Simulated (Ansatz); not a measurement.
# ZnSe (Stilleite) (F-43m) in Ansatz: a series of runs

The runs below take ZnSe (Stilleite) through band structure, elastic constants, with revPBE, PBE.

All numbers are computed with Ansatz 0.2.0; they aren't measurements. Logs are shortened: lines on timing, memory, paths and dates and some standing lists are left out, and cuts for length are marked.

**What was measured.**

From “Alloy Disordering Effects on the Thermal Conductivity and Energy Gap Temperature Dependence of Cd1−xZnxSe Ternary Crystals Grown by the Bridgman Method”, 2023, pmc:10253836, for a bulk crystal of ZnSe at 300 K: band gap 2.695 ± 0.003 eV (an exciton energy, a little under the gap).

How close the calculation comes is told below.

## 1. Starting point

The structure is cubic, space group F-43m (No. 216). The conventional cell has a = 5.668 Å, b = 5.668 Å, c = 5.668 Å, α = 90.00°, β = 90.00°, γ = 90.00°. Around Se (site symmetry -43m) lie 4 Zn at 2.45 Å. Around Zn (site symmetry -43m) lie 4 Se at 2.45 Å.

## 2. Band structure, revPBE

The input, input.yaml:

```yaml
crystal:
  lattice:
    - [0.0, 2.8338, 2.8338]
    - [2.8338, 0.0, 2.8338]
    - [2.8338, 2.8338, 0.0]
  atoms:
    - { symbol: Se, position: [0.75, 0.75, 0.75] }
    - { symbol: Zn, position: [0.0, 0.0, 0.0] }
kpoints:
  mp_grid: { grid: [8, 8, 8] }
  band_path:
    path:
      - [0.0, 0.0, 0.0]
      - [0.5, 0.0, 0.5]
      - [0.5, 0.25, 0.75]
      - [0.375, 0.375, 0.75]
      - [0.0, 0.0, 0.0]
      - [0.5, 0.5, 0.5]
      - [0.625, 0.25, 0.625]
      - [0.5, 0.25, 0.75]
    npoints: 6
scf:
  occupations: { method: fermi_dirac, width: 0.05 }
hamiltonian:
  xc: revpbe
  pseudopotentials: { kind: all_electron, lapw: { basis_error: 0.001 } }
output:
  forces: true
  stress: true
  eigenvalues: true
```

Potentials or basis: all-electron LAPW, scalar-relativistic.

Command:

```bash
$ ansatz run input.yaml --threads 1 --pin off --max-ram 3072MiB --backend cpu --events-out ev --progress --plain --runs-dir out
```

The log of the run:

```text
Warning: RAYON_NUM_THREADS=1 ignored (pool sized by the plan → 1); use --threads N
LAPW: plane waves up to 9.030 Å⁻¹, error target 1.0e-3 eV per atom; small_component_spin mean_spin; Zn in spheres of 1.247 Å, 20 of its electrons in bands, Dirac shells []; Se in spheres of 1.207 Å, 24 of its electrons in bands, Dirac shells [] (how accurate: hamiltonian.pseudopotentials.lapw.basis_error, Limitations)
Engine: ansatz 0.2.0, aarch64-unknown-linux-gnu
Pseudopotentials: kind: all_electron
Pseudopotential: Se, LAPW, valence charge 24, lapw/all_electron/scalar/gaussian/Se, Koelling and Harmon's equation, gaussian nucleus
Pseudopotential: Zn, LAPW, valence charge 20, lapw/all_electron/scalar/gaussian/Zn, Koelling and Harmon's equation, gaussian nucleus
Functional definition: revPBE
  parameter kappa = 1.245
  parameter beta = 0.06672455060314922
  exchange = pbe_x(kappa = kappa, mu = beta*pi^2/3)
  correlation = pbe_c(beta = beta)
Crystal: 2 atoms, lattice volume = 45.513 Å³
Basis set: ecut = 310.6508291655402 eV, 537 PW (Γ), exchange–correlation at level 2
Bands: 27, of which v1, the nominal top of the filled ones, is band 22 counted from 1 (21 counted from 0)
Symmetry: 24 space group operations
Space group: F-43m (ITA 216), of the structure as read, at distance tolerance 3.6e-5 Å
k-points: 29 of 512 (time reversal used)
Non-local potential: Se, projectors of the file, none
Non-local potential: Zn, projectors of the file, none
Initial density: superposition of atomic densities (chi_scale 0.1, normalization cell, long waves kept (reshape's long-wave potential 0.00 eV rms))
Initial wavefunctions: plane waves of lowest kinetic energy (no species holds an atomic orbital)
Functional: x = revpbe(κ = 1.245, μ = 0.2195149727645171), c = pbe(β = 0.06672455060314922)
iter 1 solved again at ethr=1.67e-3 eV; its pass at ethr=1.00e-1 eV (dr2=7.33e-1 eV) is discarded
SCF iter   1: F=—  HF=-115008.554431 eV  |F-HF|=—  |Δ(HF+E_count)|=         —  Δρ=3.09e-2  dr2=7.34e-1  ethr=1.67e-3  ⟨swp⟩=2.0  Hψ=4934  notcnv=0
preconditioner: auto → none  [insulator: Δε(μ)=1.632 eV  Ē_g=12.219 eV  σ=0.050 eV  W_gap=1.00  n_scr=14 (ndim 8)  ℏωp=23.4 eV  f_vac=0.191  D(μ)=0.00/eV (n_scr^D=0)  ε∞_Penn≈4.7]
iter 2 solved again at ethr=7.16e-5 eV; its pass at ethr=1.67e-3 eV (dr2=3.15e-2 eV) is discarded
SCF iter   2: F=—  HF=-115008.342118 eV  |F-HF|=—  |Δ(HF+E_count)|=   2.12e-1  Δρ=9.43e-3  dr2=3.15e-2  ethr=7.16e-5  ⟨swp⟩=2.0  Hψ=4016  notcnv=0
SCF iter   3: F=—  HF=-115008.279649 eV  |F-HF|=—  |Δ(HF+E_count)|=   6.25e-2  Δρ=6.34e-3  dr2=1.59e-2  ethr=7.16e-5  ⟨swp⟩=3.0  Hψ=2532  notcnv=0
SCF iter   4: F=—  HF=-115008.273899 eV  |F-HF|=—  |Δ(HF+E_count)|=         —  Δρ=3.05e-3  dr2=3.90e-3  ethr=3.60e-5  ⟨swp⟩=2.0  Hψ=2242  notcnv=0
the basis was enlarged: its passes take 30.6 KiB over the memory plan, 1 of 1 planned eigensolver slots
SCF iter   5: F=—  HF=-115008.274710 eV  |F-HF|=—  |Δ(HF+E_count)|=   8.11e-4  Δρ=6.52e-4  dr2=1.46e-4  ethr=8.87e-6  ⟨swp⟩=2.1  Hψ=2308  notcnv=0
SCF iter   6: F=—  HF=-115008.274790 eV  |F-HF|=—  |Δ(HF+E_count)|=   7.93e-5  Δρ=1.10e-4  dr2=5.34e-6  ethr=3.31e-7  ⟨swp⟩=3.0  Hψ=2290  notcnv=0
SCF iter   7: F=—  HF=-115008.274807 eV  |F-HF|=—  |Δ(HF+E_count)|=   1.78e-5  Δρ=1.50e-5  dr2=1.24e-7  ethr=1.21e-8  ⟨swp⟩=3.0  Hψ=2405  notcnv=0
SCF iter   8: F=-115008.274808 eV  HF=-115008.274808 eV  |F-HF|=1.00e-8  |Δ(HF+E_count)|=   4.52e-7  Δρ=1.91e-6  dr2=2.01e-9  ethr=2.82e-10  ⟨swp⟩=3.0  Hψ=2448  notcnv=0
SCF 1 converged in 8 iterations: F = -115008.274808 eV  dr2 = 2.01e-9
NSCF: frozen V_eff on 43 k-points
SCF converged after 8 iterations
Free energy (F): -115008.274808 eV
Harris-Foulkes:  -115008.274808 eV  (|F-HF|=1.00e-8)
Internal energy: -115008.274808 eV  (E = F + TS)
E sigma→0 (E₀):  -115008.274808 eV
Fermi energy:    8.867333 eV
--- Per-component energies (eV) ---
  E_band       = -2234.272210
  E_kinetic    = 117478.072031
  E_xc         = -4355.325641
  E_electrostatic = -228131.021198  (all electrons and nuclei)
  E_smearing   = -0.000000  (= −TS)
  E_closure    = 0.000000  (closes the sum)
  E_atoms      = -115002.849533  (free atoms, spherical and without spin; not in F)
  Σ components = -115008.274808   (vs F -115008.274808, Δ=0.00e0)
  Basis errors (estimates in eV, not in F): energy 4.5e-4 per atom: plane waves 4.1e-4 (2.4e-4 summed), levels above the bands 3.1e-86, relativity 5.6e-8, radial functions 4.2e-5, core shells 4.0e-10; eigenvalues (radial functions only) 1.6e-6; not estimated: angular momenta, meshes, grids; target (lapw.basis_error) 1.0e-3; muffin-tin radii Zn 1.247 Å, Se 1.207 Å
--- Forces (eV/Å), atoms counted from 1 ---
  atom   1  Se    -0.00000000     0.00000000     0.00000000
  atom   2  Zn     0.00000000    -0.00000000    -0.00000000
  max |Σ_I F_I| component: 5.09e-17 eV/Å
--- Stress (GPa, compression-positive) ---
        3.755384       0.000000      -0.000000
        0.000000       3.755384       0.000000
       -0.000000       0.000000       3.755384
  P = ⅓ Tr σ = 3.7554 GPa (37.554 kbar)
--- Band table (eV; the first three rows and the last of 29) ---
  k-point 0: bands = ["-199.1319", "-138.5285", "-138.5285", "-138.5285", "-117.1537", "-71.2649", "-71.2649", "-71.2649", "-38.6933", "-38.6933", "-38.6933", "-38.6891", "-38.6891", "-5.1034", "1.6134", "1.6134", "1.6134", "1.9855", "1.9855", "8.1259", "8.1259", "8.1259", "9.5395", "13.9800", "13.9800", "13.9800", "18.2396"]
  k-point 1: bands = ["-199.1319", "-138.5285", "-138.5285", "-138.5285", "-117.1537", "-71.2649", "-71.2649", "-71.2649", "-38.6933", "-38.6932", "-38.6932", "-38.6891", "-38.6891", "-5.0031", "1.6210", "1.6292", "1.6292", "1.9842", "1.9842", "6.8403", "7.9751", "7.9751", "10.4956", "13.9418", "14.2331", "14.2331", "18.8492"]
  k-point 2: bands = ["-199.1319", "-138.5285", "-138.5285", "-138.5285", "-117.1537", "-71.2650", "-71.2649", "-71.2649", "-38.6933", "-38.6932", "-38.6932", "-38.6891", "-38.6891", "-4.7429", "1.6642", "1.6642", "1.6780", "1.9857", "1.9857", "5.1173", "7.6522", "7.6522", "10.9664", "14.6120", "14.6120", "14.7856", "18.6183"]
  k-point 28: bands = ["-199.1319", "-138.5285", "-138.5285", "-138.5285", "-117.1537", "-71.2650", "-71.2650", "-71.2650", "-38.6932", "-38.6931", "-38.6929", "-38.6891", "-38.6890", "-4.0460", "1.7319", "1.8224", "1.9528", "1.9562", "2.2863", "3.4749", "5.3904", "5.4908", "13.6994", "13.7249", "15.1741", "15.9366", "19.9299"]
```

Run time: 19 s. Hardware: 1 thread of Arm Neoverse V2, shared host; peak memory 0.29 GiB.

Results:

```
Free energy             : -115008.2748 eV
Pressure                : 3.8 GPa
Band gap on the k mesh  : 1.41 eV, direct
Band gap along the path : 1.41 eV, direct
```

Levels at the corners of the path, in eV from the valence-band top:
```
point  band 18  band 19  band 20  band 21  band 22  band 23  band 24  band 25  band 26  band 27
    Γ    -6.14    -6.14     0.00     0.00     0.00     1.41     5.85     5.85     5.85    10.11
    X    -6.09    -5.96    -4.72    -2.17    -2.17     3.10     3.54    10.86    11.32    11.32
    W    -6.17    -5.84    -4.65    -2.74    -2.64     5.57     5.60     7.05     7.81    11.80
    K    -6.12    -5.88    -4.68    -3.06    -1.78     3.68     5.67     9.15     9.32     9.66
    Γ    -6.14    -6.14     0.00     0.00     0.00     1.41     5.85     5.85     5.85    10.11
    L    -6.12    -5.98    -5.19    -0.86    -0.86     2.64     6.44     6.44     8.72    11.12
    U    -6.12    -5.88    -4.68    -3.06    -1.78     3.68     5.67     9.15     9.32     9.66
    W    -6.17    -5.84    -4.65    -2.74    -2.64     5.57     5.60     7.05     7.81    11.80
```

## 3. Elastic constants, PBE

The input, input.yaml:

```yaml
crystal:
  lattice:
    - [0.0, 2.8338, 2.8338]
    - [2.8338, 0.0, 2.8338]
    - [2.8338, 2.8338, 0.0]
  atoms:
    - { symbol: Se, position: [0.75, 0.75, 0.75] }
    - { symbol: Zn, position: [0.0, 0.0, 0.0] }
kpoints:
  mp_grid: { grid: [6, 6, 6] }
scf:
  occupations: { method: fermi_dirac, width: 0.05 }
hamiltonian:
  xc: pbe
  pseudopotentials: { kind: all_electron, lapw: { basis_error: 0.001 } }
output:
  forces: true
  stress: true
elastic:
  mode: clamped_ion
  stencil: two_point
```

Potentials or basis: all-electron LAPW, scalar-relativistic.

Command:

```bash
$ ansatz run input.yaml --threads 1 --pin off --max-ram 3072MiB --backend cpu --events-out ev --progress --plain --runs-dir out
```

Run time: 88 s. Hardware: 1 thread of Arm Neoverse V2, shared host; peak memory 0.35 GiB.

The run converged. Its results:

```yaml
Free_energy: -115000.0978 eV
Pressure: 2.1 GPa
Band_gap_on_the_k_mesh: 1.29 eV, direct
Clamped-ion_elastic_constants_C11_C12_C44: 89, 55, 58 GPa
Voigt_bulk_modulus: 66 GPa
```

Levels at points of the mesh, in eV from the valence-band top:
```csv
k point,band 19,band 20,band 21,band 22,band 23,band 24,band 25,band 26
"(0.00, 0.00, 0.00)",-6.17,0.00,0.00,0.00,1.29,5.81,5.81,5.81
"(0.00, 0.00, -0.50)",-6.01,-5.22,-0.87,-0.87,2.55,6.39,6.39,8.57
"(0.00, -0.50, -0.50)",-5.99,-4.75,-2.18,-2.18,2.99,3.46,10.73,11.25
```

Elastic tensor in Voigt notation (GPa, ions clamped, in the Cartesian axes of the cell as first typed):
```
89 55 55  0  0  0
55 89 55  0  0  0
55 55 89  0  0  0
 0  0  0 58  0  0
 0  0  0  0 58  0
 0  0  0  0  0 58
```

## 4. Against experiment

Step 2. Against the measured gap of ZnSe, 2.695 eV (an exciton energy, a little under the gap; 300 K; “Alloy Disordering Effects on the Thermal Conductivity and Energy Gap Temperature Dependence of Cd1−xZnxSe Ternary Crystals Grown by the Bridgman Method”, 2023, pmc:10253836), the calculated 1.41 eV is off by -1.28 eV. Spin-orbit coupling on Se is left out. The value is that of revPBE, without temperature or zero-point motion. Semilocal functionals fall short of measured gaps as a rule.

Step 3. Against the measured gap of ZnSe, 2.695 eV (an exciton energy, a little under the gap; 300 K; “Alloy Disordering Effects on the Thermal Conductivity and Energy Gap Temperature Dependence of Cd1−xZnxSe Ternary Crystals Grown by the Bridgman Method”, 2023, pmc:10253836), the calculated 1.29 eV is off by -1.41 eV. So large a miss can be the level of theory's own, or it may mean another phase, state or a wrong row. Spin-orbit coupling on Se is left out. The value is that of PBE, without temperature or zero-point motion. Semilocal functionals fall short of measured gaps as a rule.
